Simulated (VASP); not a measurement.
# Au: relaxation of cell and atoms with LDA

The system is Au.

```
Au
1.0
    -1.61981    1.61981    1.61981
     1.61981   -1.61981    1.61981
     1.61981    1.61981   -1.61981
Au
1
Cartesian
  0.0000 0.0000 0.0000
```

This isn't the form of Au at room conditions, which is fcc.

* Program: VASP 6.6.1
* Task: relaxation of cell and atoms
* Functional: LDA
* Potentials or basis: VASP PAW LDA potentials, release 64 (Au)
* Cutoff: 600 eV
* k mesh: 18 × 18 × 18
* Occupations: gaussian, width 0.1 eV
* Spin: no spin polarisation
* Further INCAR settings: ALGO = Normal; EDIFF = 1e-07; IBRION = 2; EDIFFG = -0.005; NSW = 90; ISIF = 3

| Quantity | Value |
| --- | --- |
| Relaxed volume | 16.66 Å³/atom |
| Relaxed cell | a = 2.787 Å, b = 2.787 Å, c = 2.787 Å, α = 109.47°, β = 109.47°, γ = 109.47° |
| Space group after relaxing (to 0.05 Å) | Im-3m (No. 229) |
| Energy gained by relaxing | 4.2 meV/atom |
| Ionic steps | 3 |
| Pressure after relaxing | 0.0 GPa |
| Band gap on the k mesh | none (metal or under the smearing width) |

Step by step:
```tsv
step	energy change (eV)	largest force (eV/Å)	pressure (GPa)	volume (Å³)
1	0.0000	0.0000	-3.76	17.00
2	0.0107	0.0000	8.09	16.04
3	-0.0042	0.0000	-0.05	16.66
```

Final structure:
```xyz
1
Lattice="-1.6088 1.6088 1.6088 1.6088 -1.6088 1.6088 1.6088 1.6088 -1.6088" Properties=species:S:1:pos:R:3 pbc="T T T"
Au    0.0000    0.0000    0.0000
```

Levels at points of the mesh, in eV from the Fermi level:
| k point | band 4 | band 5 | band 6 | band 7 | band 8 | band 9 |
| --- | --- | --- | --- | --- | --- | --- |
| (0.00, 0.00, 0.00) | -5.05 | -3.00 | -3.00 | 16.45 | 16.45 | 16.45 |
| (0.50, 0.00, 0.00) | -2.78 | -1.38 | -0.80 | 3.68 | 12.33 | 13.97 |
| (0.50, 0.50, 0.50) | -1.79 | -1.79 | 6.24 | 6.24 | 6.24 | 9.96 |

Run time: 25 s on 1 thread of Intel(R) Xeon(R) Platinum 8488C (Sapphire Rapids), with other jobs on the host, peak memory 0.17 GiB.

The run has no spin-orbit coupling, so splittings on Au are missing.
